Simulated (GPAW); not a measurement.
Runs of GPAW 26.7.0 on CdS (Greenockite). Symmetry: P6_3mc, No. 186, hexagonal system. The conventional cell has a = 4.150 Å, b = 4.150 Å, c = 6.737 Å, α = 90.00°, β = 90.00°, γ = 120.00°. Cd (site symmetry 3m) has 4 S at 2.53 to 2.54 Å as nearest neighbours. S (site symmetry 3m) is surrounded by 4 Cd at 2.53 to 2.54 Å. 

| task | level | potentials or basis | cell | k mesh | cutoff (eV) | maxiter | ranks | optimizer | fmax | max steps | other keys | gap on the mesh (eV) | pressure (GPa) | V0 of scaled cells (Å³/atom) | B0 (GPa) | largest force (eV/Å) |
| --- | --- | --- | --- | --- | --- | --- | --- | --- | --- | --- | --- | --- | --- | --- | --- | --- |
| single point | TB-mBJ | GPAW PAW data sets for LDA (gpaw-data 1.2.1), pw | as given | 6 × 6 × 4 | 600 | 150 | - | - | - | - | - | (c) | - | - | - | - |
| equation of state | PBEsol | PAW data sets generated in the run's folder for this functional, pw | as given | 7 × 7 × 4 | 600 | 150 | 4 | - | - | - | - | - | - | 24.64 | 62 | - |
| single point | PBE | GPAW PAW data sets (gpaw-data 1.2.1), pw | as given | 5 × 5 × 3 | 500 | 80 | - | - | - | - | several, not listed | 1.18 | 1.6 | - | - | 0.06 |
| relaxation of cell and atoms | RPBE | the program's PAW data sets (release 1.2.1) made for this functional, pw | relaxed to 1 GPa | 5 × 5 × 3 | 600 | 150 | - | FIRE | 0.01 eV/Å | 60 | - | 1.24 | 1.0 | - | - | 0.01 |
| equation of state | LDA | PAW data sets generated in the run's folder for this functional, pw | as given | 5 × 5 × 3 | 600 | 150 | - | - | - | - | - | - | - | (b) | (a) | - |

Alike in all rows: no spin polarisation; smearing fermi-dirac 0.05 eV.

Problem. Estimate the missing entries.

Solution. (a) 68; (b) 23.79; (c) 2.68.

Caveats: the cell was scaled at fixed shape and fractional positions, which overstates the stiffness of a crystal with free parameters, most of all of layers and chains (some runs); a model potential gives levels but no total energy (some runs); the PAW data sets were made with another functional, which shifts forces and pressure a little (some runs); the cutoff is short for stress and forces, so pressures can be off by a GPa or more (some runs); later steps reuse the first step's grids (some runs).

A k mesh can miss the band edges, and the runs leave out spin-orbit coupling on Cd.
